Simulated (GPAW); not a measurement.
Wanted: an ASE script for a GPAW 26.7.0 run.

```
Task                : relaxation of cell and atoms
Functional          : PBEsol
Dispersion          : D3(BJ)
Potentials or basis : PAW data sets generated in the run's folder for this functional
Cutoff              : 600 eV
Basis               : pw
k mesh              : 11 × 11 × 11
Occupations         : fermi-dirac, width 0.05 eV
Spin                : no spin polarisation
Maxiter             : 150
Optimizer           : BFGS
Fmax                : 0.02 eV/Å
Max steps           : 60
Convergence         : density=1e-05 forces=0.0001
```

Ta:

```
CELL_PARAMETERS angstrom
-1.65128 1.65128 1.65128
1.65128 -1.65128 1.65128
1.65128 1.65128 -1.65128
ATOMIC_POSITIONS crystal
Ta 0.00000 0.00000 0.00000
```

The input as run:

run.py

```python
from ase import Atoms
from ase.calculators.mixing import SumCalculator
from ase.filters import FrechetCellFilter
from ase.io import write
from ase.optimize import BFGS
from dftd3.ase import DFTD3
from gpaw import GPAW, PW, setup_paths

setup_paths.insert(0, '.')

atoms = Atoms(['Ta'],
              cell=[[-1.65128, 1.65128, 1.65128],
                    [1.65128, -1.65128, 1.65128],
                    [1.65128, 1.65128, -1.65128]],
              scaled_positions=[[0.0, 0.0, 0.0]],
              pbc=True)

calc = GPAW(mode=PW(600),
            xc='PBEsol',
            kpts={'size': (11, 11, 11), 'gamma': True},
            occupations={'name': 'fermi-dirac', 'width': 0.05},
            nbands=15,
            convergence={'density': 1e-05, 'forces': 0.0001},
            maxiter=150,
            txt='gpaw.txt')
atoms.calc = SumCalculator([calc, DFTD3(method='pbesol', damping='d3bj')])
opt = BFGS(FrechetCellFilter(atoms), trajectory='relax.traj', logfile='-')
done = opt.run(fmax=0.02, steps=60)
calc.write('gs.gpw')
write('result.traj', atoms)
print('Converged:', done)
print('Cell:', atoms.cell.cellpar().round(4))
print('Volume:', round(atoms.get_volume(), 4))
print(atoms.get_scaled_positions().round(5))
```

Potentials or basis: PAW data sets generated in the run's folder for this functional, pw.

Command:

```sh
$ gpaw-setup -f PBEsol Ta
$ OMP_NUM_THREADS=1 python run.py
```

It gave:

* Relaxed volume: 17.10 Å³/atom
* Relaxed cell: a = 2.811 Å, b = 2.811 Å, c = 2.811 Å, α = 109.47°, β = 109.47°, γ = 109.47°
* Space group after relaxing (to 0.05 Å): Im-3m (No. 229)
* Energy gained by relaxing: 32.1 meV/atom
* Ionic steps: 3
* Pressure after relaxing: 0.0 GPa
* Band gap on the k mesh: none (metal or under the smearing width)
* Dispersion energy per atom: -0.766 eV

Caveat: later steps reuse the first step's grids; pairwise dispersion overbinds metals, which lowers pressure and volume.

It took 24 s on 1 thread of Arm Neoverse V2 (shared host), peak memory 0.17 GiB.
